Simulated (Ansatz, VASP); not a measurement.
# AlAs: VASP beside Ansatz

The input INCAR:

```
PREC = Accurate
ENCUT = 520
EDIFF = 1E-7
ISMEAR = -1
SIGMA = 0.05
LREAL = False
LASPH = True
NELM = 100
ALGO = Normal
ISIF = 2
LWAVE = False
LCHARG = False
GGA = PE
NBANDS = 11
```

KPOINTS

```
Automatic mesh
0
Gamma
  8 8 8
```

POSCAR

```
AlAs
1.0
    0.0000000000      2.7726205221      2.7726205221
    2.7726205221      0.0000000000      2.7726205221
    2.7726205221      2.7726205221      0.0000000000
As Al
1 1
Direct
    0.7500000000      0.7500000000      0.7500000000
    0.0000000000      0.0000000000      0.0000000000
```

Contents of input.yaml:

```yaml
crystal:
  lattice:
    - [0.0, 2.7726205221, 2.7726205221]
    - [2.7726205221, 0.0, 2.7726205221]
    - [2.7726205221, 2.7726205221, 0.0]
  atoms:
    - { symbol: As, position: [0.75, 0.75, 0.75] }
    - { symbol: Al, position: [0.0, 0.0, 0.0] }
hamiltonian:
  xc: pbe
  pseudopotentials: { kind: paw }
kpoints:
  mp_grid: { grid: [8, 8, 8] }
scf:
  occupations: { method: fermi_dirac, width: 0.05 }
output:
  forces: true
  stress: true
  eigenvalues: true
```

Change from the starting cell: volume scaled by 0.94.

Alike in both runs: task single point; functional PBE; k mesh 8 × 8 × 8; occupations fermi-dirac, width 0.05 eV; no spin polarisation.

|  | VASP | Ansatz |
| --- | --- | --- |
| version | VASP 6.6.1 | Ansatz 0.2.0 |
| potentials or method | VASP PAW PBE potentials, release 64 (As, Al) | Ansatz PAW |
| plane-wave cutoff (eV) | 520 | 420 |
| valence electrons in the cell | 8 | 18 |

|  | VASP | Ansatz | Ansatz less VASP |
| --- | --- | --- | --- |
| gap on the k mesh at the Fermi level (eV) | 1.32 | 1.33 | +0.012 |
| least direct gap on the mesh (eV) | 2.56 | 2.55 | -0.010 |
| pressure (GPa) | 8.3 | 8.1 | -0.25 |

The functional is the same, so the differences come from potentials, cutoffs and numerics. The two sets of potentials don't hold the same shells in valence.

A k mesh can miss the band edges.
